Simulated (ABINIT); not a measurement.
# GaP (F-43m) in ABINIT: notebook

One crystal, GaP, is run at these levels: PBE, HSE06; tasks: single point.

All numbers are computed with ABINIT 10.8.3 (patched build); they aren't measurements. Logs are shortened: lines on timing, memory, paths and dates and some standing lists are left out, and cuts for length are marked. The log counts tension as positive stress, the text compression.

## 1. The structure

The structure is cubic, space group F-43m (No. 216). The conventional cell has a = 5.451 Å, b = 5.451 Å, c = 5.451 Å, α = 90.00°, β = 90.00°, γ = 90.00°. Around Ga (site symmetry -43m) lie 4 P at 2.36 Å. Around P (site symmetry -43m) lie 4 Ga at 2.36 Å.

## 2. Single point, PBE

run.abi reads:

```
pp_dirpath "./"
pseudos "31_Ga_13_1.9_2.4_pbe_n_v1.0.psp8, 15_P_5_1.8_1.9_pbe_n_v1.0.psp8"

acell 7.2831660764 7.2831660764 7.2831660764
rprim
     0.0000000000     0.7071067812     0.7071067812
     0.7071067812     0.0000000000     0.7071067812
     0.7071067812     0.7071067812     0.0000000000
ntypat 2
znucl 31 15
natom 2
typat 1 2
xcart
     0.0000000000     0.0000000000     0.0000000000
     4.0878750000     4.0878750000     4.0878750000 Angstrom

ecut 30.0

kptopt 1
ngkpt 6 6 6
nshiftk 1
shiftk 0.0 0.0 0.0

ixc 11

nband 11
occopt 1

nstep 100
tolvrs 1.0e-10
diemac 6.0

iomode 3
prtwf 0
prtden 0
prteig 0
prtebands 0
enunit 1
prtvol 2
```

Potentials or basis: SPMS NC PBE v1.0.

Run with:

```console
> mpirun --bind-to none -np 8 abinit run.abi > log 2>&1
```

run.abo:

```text
.Version 10.8.3 of ABINIT
 Symmetries : space group F-4 3 m (#216); Bravais cF (face-center cubic)
================================================================================
 Values of the parameters that define the memory need of the present run
     intxc =       0    ionmov =       0      iscf =       7    lmnmax =       6
     lnmax =       6     mgfft =      36  mpssoang =       3    mqgrid =    3001
     natom =       2  nloc_mem =       1    nspden =       1   nspinor =       1
    nsppol =       1      nsym =      24    n1xccc =    2501    ntypat =       2
    occopt =       1   xclevel =       2
       mpw =        2168          nfft =       46656          nkpt =          16
================================================================================
================================================================================

--------------------------------------------------------------------------------
------------- Echo of variables that govern the present computation ------------
--------------------------------------------------------------------------------
 -outvars: echo values of preprocessed input variables --------
            acell      7.2831660764E+00  7.2831660764E+00  7.2831660764E+00 Bohr
              amu      6.97230000E+01  3.09737620E+01
           diemac      6.00000000E+00
             ecut      3.00000000E+01 Hartree
           enunit           1
              ixc          11
         kptrlatt        6    0    0      0    6    0      0    0    6
          kptrlen      4.36989965E+01
            natom           2
            nband          11
            ngfft          36      36      36
             nkpt          16
            nstep         100
             nsym          24
           ntypat           2
           prtden           0
        prtebands           0
           prteig           0
           prtvol           2
            prtwf           0
            rprim      0.0000000000E+00  7.0710678120E-01  7.0710678120E-01
                       7.0710678120E-01  0.0000000000E+00  7.0710678120E-01
                       7.0710678120E-01  7.0710678120E-01  0.0000000000E+00
          spgroup         216
           tolvrs      1.00000000E-10
            typat      1  2
           xangst      0.0000000000E+00  0.0000000000E+00  0.0000000000E+00
                       4.0878749973E+00  4.0878749973E+00  4.0878749973E+00
            xcart      0.0000000000E+00  0.0000000000E+00  0.0000000000E+00
                       7.7249641818E+00  7.7249641818E+00  7.7249641818E+00
             xred      0.0000000000E+00  0.0000000000E+00  0.0000000000E+00
                       7.5000000000E-01  7.5000000000E-01  7.5000000000E-01
            znucl       31.00000   15.00000

================================================================================

 chkinp: Checking input parameters for consistency.

================================================================================
== DATASET  1 ==================================================================

--- !DatasetInfo
iteration_state: {dtset: 1, }
dimensions: {natom: 2, nkpt: 16, mband: 11, nsppol: 1, nspinor: 1, nspden: 1, mpw: 2168, }
cutoff_energies: {ecut:  30.0, pawecutdg:  -1.0, }
electrons: {nelect:   1.80000000E+01, charge:   0.00000000E+00, occopt:   1.00000000E+00, tsmear:   1.00000000E-02, }
meta: {optdriver: 0, ionmov: 0, optcell: 0, iscf: 7, paral_kgb: 0, }
...

 Exchange-correlation functional for the present dataset will be:
  GGA: Perdew-Burke-Ernzerhof functional - ixc=11
  J.P.Perdew, K.Burke, M.Ernzerhof, PRL 77, 3865 (1996)

 Real(R)+Recip(G) space primitive vectors, cartesian coordinates (Bohr,Bohr^-1):
 R(1)=  0.0000000  5.1499761  5.1499761  G(1)= -0.0970878  0.0970878  0.0970878
 R(2)=  5.1499761  0.0000000  5.1499761  G(2)=  0.0970878 -0.0970878  0.0970878
 R(3)=  5.1499761  5.1499761  0.0000000  G(3)=  0.0970878  0.0970878 -0.0970878
 Unit cell volume ucvol=  2.7317795E+02 bohr^3
 Angles (23,13,12)=  6.00000000E+01  6.00000000E+01  6.00000000E+01 degrees

 getcut: wavevector=  0.0000  0.0000  0.0000  ngfft=  36  36  36
         ecut(hartree)=     30.000   => boxcut(ratio)=   2.00473

--- Pseudopotential description ------------------------------------------------
- pspini: atom type   1  psp file is ./31_Ga_13_1.9_2.4_pbe_n_v1.0.psp8
    8   11    2    4       600   0.00000      pspcod,pspxc,lmax,lloc,mmax,r2well
    5.99000000000000    5.00000000000000    0.00000000000000   rchrg,fchrg,qchrg
[... 95 lines left out ...]
  2.77E-16 2.26E-16 1.53E-13
   0.3333  0.1667  0.0000    1  5.54156E-12 kpt; spin; max resid(k); each band:
  7.14E-16 2.73E-16 2.36E-16 1.29E-16 3.29E-17 6.58E-16 3.79E-16 3.02E-16
[... 16 lines left out ...]
  -0.3333  0.3333  0.0000    1  1.43293E-10 kpt; spin; max resid(k); each band:
  8.09E-16 2.22E-16 1.68E-16 1.27E-16 5.72E-17 7.87E-16 2.88E-16 1.59E-16
  1.48E-16 4.15E-16 1.43E-10
   0.5000  0.5000  0.0000    1  8.92169E-16 kpt; spin; max resid(k); each band:
  8.92E-16 2.84E-16 1.12E-16 1.12E-16 2.20E-17 7.38E-16 1.42E-16 8.59E-17
  7.83E-17 3.34E-16 3.11E-16
   0.5000  0.3333  0.1667    1  8.79272E-09 kpt; spin; max resid(k); each band:
  7.90E-16 2.46E-16 1.92E-16 1.61E-16 4.20E-17 7.36E-16 3.30E-16 1.71E-16
  2.22E-16 1.61E-12 8.79E-09
  -0.3333  0.3333  0.1667    1  2.13380E-12 kpt; spin; max resid(k); each band:
  7.92E-16 2.87E-16 1.77E-16 1.21E-16 7.85E-17 8.21E-16 1.26E-16 2.03E-16
  2.05E-16 1.33E-15 2.13E-12
  -0.3333  0.5000  0.1667    1  8.45539E-16 kpt; spin; max resid(k); each band:
  8.46E-16 1.97E-16 1.72E-16 1.81E-16 4.73E-17 7.79E-16 1.39E-16 1.56E-16
  1.40E-16 4.25E-16 3.56E-16
 reduced coordinates (array xred) for    2 atoms
       0.000000000000      0.000000000000      0.000000000000
       0.750000000000      0.750000000000      0.750000000000
 rms dE/dt=  1.7030E-27; max dE/dt=  2.1541E-27; dE/dt below (all hartree)
    1       0.000000000000      0.000000000000     -0.000000000000
    2       0.000000000000      0.000000000000     -0.000000000000

 cartesian coordinates (angstrom) at end:
    1      0.00000000000000     0.00000000000000     0.00000000000000
    2      4.08787499729965     4.08787499729965     4.08787499729965

 cartesian forces (hartree/bohr) at end:
    1      0.00000000000000     0.00000000000000    -0.00000000000000
    2     -0.00000000000000    -0.00000000000000     0.00000000000000
 frms,max,avg= 1.0011742E-28 1.5685385E-28   0.000E+00  0.000E+00  0.000E+00 h/b

 cartesian forces (eV/Angstrom) at end:
    1      0.00000000000000     0.00000000000000    -0.00000000000000
    2     -0.00000000000000    -0.00000000000000     0.00000000000000
 frms,max,avg= 5.1482446E-27 8.0657491E-27   0.000E+00  0.000E+00  0.000E+00 e/A
 length scales=  7.283166076400  7.283166076400  7.283166076400 bohr
              =  3.854085508238  3.854085508238  3.854085508238 angstroms
 Fermi (or HOMO) energy (eV) =   3.81143   Average Vxc (eV)=  -9.86110
 Eigenvalues (   eV  ) for nkpt=  16  k points:
 kpt#   1, nband= 11, wtk=  0.00463, kpt=  0.0000  0.0000  0.0000 (reduced coord)
 -10.78104  -10.78104  -10.78104  -10.68372  -10.68372   -8.68364    3.81143    3.81143
   3.81143    5.62756    7.69827
 kpt#   2, nband= 11, wtk=  0.03704, kpt=  0.1667  0.0000  0.0000 (reduced coord)
 -10.80318  -10.77338  -10.77338  -10.68360  -10.68360   -8.32815    1.42193    3.44071
   3.44071    6.21949    8.24651
 kpt#   3, nband= 11, wtk=  0.03704, kpt=  0.3333  0.0000  0.0000 (reduced coord)
 -10.84322  -10.76098  -10.76098  -10.68001  -10.68001   -7.38239   -1.39823    2.90508
   2.90508    5.70507    8.62249
 kpt#   4, nband= 11, wtk=  0.01852, kpt=  0.5000  0.0000  0.0000 (reduced coord)
 -10.86144  -10.75667  -10.75667  -10.67606  -10.67606   -6.62054   -2.82349    2.69362
   2.69362    5.47840    8.52660
 kpt#   5, nband= 11, wtk=  0.02778, kpt=  0.1667  0.1667  0.0000 (reduced coord)
 -10.81725  -10.76559  -10.76559  -10.69085  -10.67824   -8.21012    1.55261    2.80994
   2.80994    6.58578    7.60908
 kpt#   6, nband= 11, wtk=  0.11111, kpt=  0.3333  0.1667  0.0000 (reduced coord)
 -10.84725  -10.75468  -10.75130  -10.69455  -10.67409   -7.44921   -0.63183    2.01588
[... 16 lines left out ...]
 kpt#  12, nband= 11, wtk=  0.05556, kpt= -0.3333  0.3333  0.0000 (reduced coord)
 -10.87336  -10.74328  -10.73200  -10.69453  -10.67693   -5.95928   -2.53016   -0.23294
   1.86494    6.31879    9.76980
 kpt#  13, nband= 11, wtk=  0.01389, kpt=  0.5000  0.5000  0.0000 (reduced coord)
 -10.89689  -10.71932  -10.71661  -10.71661  -10.66253   -5.72166   -2.94508    1.12815
   1.12815    5.46426    5.63170
 kpt#  14, nband= 11, wtk=  0.11111, kpt=  0.5000  0.3333  0.1667 (reduced coord)
 -10.86641  -10.74692  -10.73595  -10.69740  -10.67280   -6.60753   -1.75142    0.57542
   1.76670    7.43153    8.12781
 kpt#  15, nband= 11, wtk=  0.11111, kpt= -0.3333  0.3333  0.1667 (reduced coord)
 -10.87268  -10.74710  -10.72965  -10.69424  -10.67607   -5.95692   -2.58530    0.12304
   1.33853    7.71777    8.36853
 kpt#  16, nband= 11, wtk=  0.05556, kpt= -0.3333  0.5000  0.1667 (reduced coord)
 -10.88361  -10.73594  -10.72210  -10.70388  -10.67085   -5.65360   -2.79565    0.43564
   0.54920    7.29004    7.45671
 Total charge density [el/Bohr^3]
)     Maximum=    1.6255E+00  at reduced coord.    0.0278    0.0833    0.8889
)Next maximum=    1.6255E+00  at reduced coord.    0.0000    0.0833    0.8889
)     Minimum=    1.0219E-03  at reduced coord.    0.7500    0.7500    0.7500
)Next minimum=    1.0327E-03  at reduced coord.    0.0000    0.0000    0.0000
   Integrated=    1.8000E+01

--- !EnergyTerms
iteration_state     : {dtset: 1, }
comment             : Components of total free energy in Hartree
kinetic             :  5.96889247803644E+01
hartree             :  2.43441480959022E+01
xc                  : -2.17487856799719E+01
Ewald energy        : -4.82388119425263E+01
psp_core            :  2.62143646400642E+00
local_psp           : -5.90534884416314E+01
non_local_psp       : -3.83880407946623E+01
total_energy        : -8.07746175185189E+01
total_energy_eV     : -2.19798931616780E+03
band_energy         : -4.32847995546228E+00
...

 Cartesian components of stress tensor (hartree/bohr^3)
  sigma(1 1)= -5.92134648E-05  sigma(3 2)=  0.00000000E+00
  sigma(2 2)= -5.92134648E-05  sigma(3 1)=  0.00000000E+00
  sigma(3 3)= -5.92134648E-05  sigma(2 1)=  0.00000000E+00

-Cartesian components of stress tensor (GPa)         [Pressure=  1.7421E+00 GPa]
- sigma(1 1)= -1.74212028E+00  sigma(3 2)=  0.00000000E+00
- sigma(2 2)= -1.74212028E+00  sigma(3 1)=  0.00000000E+00
- sigma(3 3)= -1.74212028E+00  sigma(2 1)=  0.00000000E+00

== END DATASET(S) ==============================================================
================================================================================

 -outvars: echo values of variables after computation  --------
            acell      7.2831660764E+00  7.2831660764E+00  7.2831660764E+00 Bohr
           etotal     -8.0774617519E+01
            fcart      5.2284615691E-29  5.2284615691E-29 -1.5685384707E-28
                      -5.2284615691E-29 -5.2284615691E-29  1.5685384707E-28
            rprim      0.0000000000E+00  7.0710678120E-01  7.0710678120E-01
                       7.0710678120E-01  0.0000000000E+00  7.0710678120E-01
                       7.0710678120E-01  7.0710678120E-01  0.0000000000E+00
           strten     -5.9213464830E-05 -5.9213464830E-05 -5.9213464830E-05
                       0.0000000000E+00  0.0000000000E+00  0.0000000000E+00
           xangst      0.0000000000E+00  0.0000000000E+00  0.0000000000E+00
                       4.0878749973E+00  4.0878749973E+00  4.0878749973E+00
             xred      0.0000000000E+00  0.0000000000E+00  0.0000000000E+00
                       7.5000000000E-01  7.5000000000E-01  7.5000000000E-01
 Calculation completed.
```

Wall time 1.9 s (8 MPI ranks of Intel Xeon 6975P-C (Granite Rapids), shared host); peak memory 0.48 GiB.

What came out:

```
Free energy                                           : -2197.9893 eV
Band gap on the k mesh                                : 1.65 eV, indirect (least direct gap 1.82 eV)
Valence electrons inside the program's atomic spheres : Ga 10.84; P 2.80
```

Levels at points of the mesh, in eV from the valence-band top:
```csv
k point,band 6,band 7,band 8,band 9,band 10,band 11
"(0.00, 0.00, 0.00)",-12.50,0.00,0.00,0.00,1.82,3.89
"(0.50, 0.00, 0.00)",-10.43,-6.63,-1.12,-1.12,1.67,4.72
"(0.50, 0.50, 0.00)",-9.53,-6.76,-2.68,-2.68,1.65,1.82
```

Caveat: the cutoff is too short for stress, so the log's stress isn't used. Expect the measured gap to be larger: semilocal functionals such as PBE lack the derivative discontinuity.

## 3. Single point, HSE06

Edit run.abi of step 2 so:

```diff
@@ -23,3 +23,3 @@
 
-ixc 11
+ixc -428
 
@@ -28,5 +28,5 @@
 
-nstep 100
-tolvrs 1.0e-10
+nstep 60
 diemac 6.0
+toldfe 1.0e-7
```

Potentials or basis: SPMS NC PBE v1.0.

Run with:

```console
> mpirun --bind-to none -np 8 abinit run.abi > log 2>&1
```

run.abo:

```text
.Version 10.8.3 of ABINIT
 Symmetries : space group F-4 3 m (#216); Bravais cF (face-center cubic)
================================================================================
 Values of the parameters that define the memory need of the present run
     intxc =       0    ionmov =       0      iscf =       7    lmnmax =       6
     lnmax =       6     mgfft =      36  mpssoang =       3    mqgrid =    3001
     natom =       2  nloc_mem =       1    nspden =       1   nspinor =       1
    nsppol =       1      nsym =      24    n1xccc =    2501    ntypat =       2
    occopt =       1   xclevel =       2
       mpw =        2168          nfft =       46656          nkpt =          16
================================================================================
================================================================================

--------------------------------------------------------------------------------
------------- Echo of variables that govern the present computation ------------
--------------------------------------------------------------------------------
 -outvars: echo values of preprocessed input variables --------
            acell      7.2831660764E+00  7.2831660764E+00  7.2831660764E+00 Bohr
              amu      6.97230000E+01  3.09737620E+01
           diemac      6.00000000E+00
             ecut      3.00000000E+01 Hartree
           enunit           1
              ixc        -428
         kptrlatt        6    0    0      0    6    0      0    0    6
          kptrlen      4.36989965E+01
            natom           2
            nband          11
          nbandhf           9
            ngfft          36      36      36
             nkpt          16
           nkpthf         216
            nstep          60
             nsym          24
           ntypat           2
           prtden           0
        prtebands           0
           prteig           0
           prtvol           2
            prtwf           0
            rprim      0.0000000000E+00  7.0710678120E-01  7.0710678120E-01
                       7.0710678120E-01  0.0000000000E+00  7.0710678120E-01
                       7.0710678120E-01  7.0710678120E-01  0.0000000000E+00
          spgroup         216
           toldfe      1.00000000E-07 Hartree
            typat      1  2
          usefock           1
           xangst      0.0000000000E+00  0.0000000000E+00  0.0000000000E+00
[... 228 lines left out ...]
 -12.17443  -11.99080  -11.97768  -11.92837  -11.90722   -7.40422   -3.65375   -1.07676
   1.18538    6.61563   10.35858
 kpt#  13, nband= 11, wtk=  0.01389, kpt=  0.5000  0.5000  0.0000 (reduced coord)
 -12.19995  -11.96001  -11.95831  -11.95831  -11.89027   -7.14134   -4.11770    0.36308
   0.36308    5.69363    5.89801
 kpt#  14, nband= 11, wtk=  0.11111, kpt=  0.5000  0.3333  0.1667 (reduced coord)
 -12.16467  -11.99514  -11.98296  -11.93196  -11.90222   -8.13622   -2.76756   -0.18628
   1.10718    7.79199    8.55868
 kpt#  15, nband= 11, wtk=  0.11111, kpt= -0.3333  0.3333  0.1667 (reduced coord)
 -12.17380  -11.99474  -11.97534  -11.92778  -11.90640   -7.40138   -3.71611   -0.68150
   0.63566    8.13687    8.74440
 kpt#  16, nband= 11, wtk=  0.05556, kpt= -0.3333  0.5000  0.1667 (reduced coord)
 -12.18593  -11.98114  -11.96622  -11.93969  -11.90026   -7.06034   -3.95603   -0.34636
  -0.23513    7.62800    7.83702
 Total charge density [el/Bohr^3]
)     Maximum=    1.6126E+00  at reduced coord.    0.0278    0.0833    0.8889
)Next maximum=    1.6126E+00  at reduced coord.    0.0000    0.0833    0.8889
)     Minimum=    1.0259E-03  at reduced coord.    0.0000    0.0000    0.0000
)Next minimum=    1.0667E-03  at reduced coord.    0.7500    0.7500    0.7500
   Integrated=    1.8000E+01

--- !EnergyTerms
iteration_state     : {dtset: 1, }
comment             : Components of total free energy in Hartree
kinetic             :  5.92438123386029E+01
hartree             :  2.42091952548531E+01
xc                  : -1.95297403202399E+01
Ewald energy        : -4.82388119425263E+01
psp_core            :  2.62143646400642E+00
local_psp           : -5.88707837504874E+01
non_local_psp+x     : -3.97978380308070E+01
total_energy        : -8.03627299865983E+01
...

--- !EnergyTermsDC
iteration_state     : {dtset: 1, }
comment             : '"Double-counting" decomposition of free energy'
band_energy         : -5.07474188314438E+00
Ewald energy        : -4.82388119425263E+01
psp_core            :  2.62143646400642E+00
xc_dc               : -2.96704605047795E+01
total_energy_dc     : -8.03625778664438E+01
...

 Cartesian components of stress tensor (hartree/bohr^3)
  sigma(1 1)=  9.68861922E-05  sigma(3 2)=  0.00000000E+00
  sigma(2 2)=  9.68861922E-05  sigma(3 1)=  0.00000000E+00
  sigma(3 3)=  9.68861922E-05  sigma(2 1)=  0.00000000E+00

-Cartesian components of stress tensor (GPa)         [Pressure= -2.8505E+00 GPa]
- sigma(1 1)=  2.85049019E+00  sigma(3 2)=  0.00000000E+00
- sigma(2 2)=  2.85049019E+00  sigma(3 1)=  0.00000000E+00
- sigma(3 3)=  2.85049019E+00  sigma(2 1)=  0.00000000E+00

== END DATASET(S) ==============================================================
================================================================================

 -outvars: echo values of variables after computation  --------
            acell      7.2831660764E+00  7.2831660764E+00  7.2831660764E+00 Bohr
           etotal     -8.0362729987E+01
            fcart     -0.0000000000E+00 -0.0000000000E+00 -0.0000000000E+00
                      -0.0000000000E+00 -0.0000000000E+00 -0.0000000000E+00
            rprim      0.0000000000E+00  7.0710678120E-01  7.0710678120E-01
                       7.0710678120E-01  0.0000000000E+00  7.0710678120E-01
                       7.0710678120E-01  7.0710678120E-01  0.0000000000E+00
           strten      9.6886192180E-05  9.6886192180E-05  9.6886192180E-05
                       0.0000000000E+00  0.0000000000E+00  0.0000000000E+00
           xangst      0.0000000000E+00  0.0000000000E+00  0.0000000000E+00
                       4.0878749973E+00  4.0878749973E+00  4.0878749973E+00
             xred      0.0000000000E+00  0.0000000000E+00  0.0000000000E+00
                       7.5000000000E-01  7.5000000000E-01  7.5000000000E-01
 Calculation completed.
```

It took 23 min on 8 MPI ranks of Intel Xeon 6975P-C (Granite Rapids), shared host; peak memory 1.2 GiB.

What came out:

```
Free energy                                           : -2186.7813 eV
Band gap on the k mesh                                : 2.32 eV, indirect (least direct gap 2.59 eV)
Valence electrons inside the program's atomic spheres : Ga 10.84; P 2.78
```

Levels at points of the mesh, in eV from the valence-band top:
```csv
k point,band 5,band 6,band 7,band 8,band 9,band 10,band 11
"(0.00, 0.00, 0.00)",-15.28,-13.84,0.00,0.00,0.00,2.59,4.60
"(0.50, 0.00, 0.00)",-15.28,-11.51,-7.35,-1.27,-1.27,2.37,5.57
"(0.50, 0.50, 0.00)",-15.26,-10.51,-7.49,-3.01,-3.01,2.32,2.53
```

Caveat: the cutoff is too short for stress, so the log's stress isn't used; Libxc's HSE differs a little from that of other programs; the potentials were made for another functional, which shifts forces and pressure. A k mesh can miss the band edges.
